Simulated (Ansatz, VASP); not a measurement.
Ca: VASP beside Ansatz

File INCAR:

```
ALGO = Normal ; EDIFF = 1E-7
ENCUT = 520 ; ISIF = 2
ISMEAR = -1 ; LASPH = True
LCHARG = False ; LREAL = False
LWAVE = False ; NBANDS = 11
NELM = 80 ; PREC = Accurate
SIGMA = 0.08
```

The input KPOINTS:

```
k-points
0
Gamma
  12 12 12
```

Contents of POSCAR:

```
Ca
1.0
    0.0000000000      2.0471684087      2.0471684087
    2.0471684087      0.0000000000      2.0471684087
    2.0471684087      2.0471684087      0.0000000000
Ca
1
Direct
    0.0000000000      0.0000000000      0.0000000000
```

Input for Ansatz:

```yaml
crystal:
  lattice:
    - [0.0, 2.0471684087, 2.0471684087]
    - [2.0471684087, 0.0, 2.0471684087]
    - [2.0471684087, 2.0471684087, 0.0]
  atoms:
    - { symbol: Ca, position: [0.0, 0.0, 0.0] }
kpoints:
  mp_grid: { grid: [12, 12, 12] }
scf:
  occupations: { method: fermi_dirac, width: 0.08 }
hamiltonian:
  xc: lda
  pseudopotentials: { kind: all_electron, lapw: { basis_error: 0.001 } }
output:
  forces: true
  stress: true
  eigenvalues: true
  populations: true
```

Change from the starting cell: volume scaled by 0.45, LAPW.

Alike in both runs: task single point; functional LDA; k mesh 12 × 12 × 12; occupations fermi-dirac, width 0.08 eV; no spin polarisation.

|  | VASP | Ansatz |
| --- | --- | --- |
| version | VASP 6.6.1 | Ansatz 0.2.0 |
| potentials or method | VASP PAW LDA potentials, release 64 (Ca_sv) | all-electron LAPW, scalar-relativistic |
| plane-wave cutoff (eV) | 520 | see its input |

Ansatz gave:

* pressure (GPa): 45.2

**Question.** Estimate VASP's values.

**Answer.** Pressure (GPa): 45.6.

Ansatz ran all-electron here, so the differences hold the error of VASP's frozen core and of both bases.

Caveats: so large a pressure means that the cell lies far from this level's equilibrium, or that cutoff or potentials fall short (VASP).
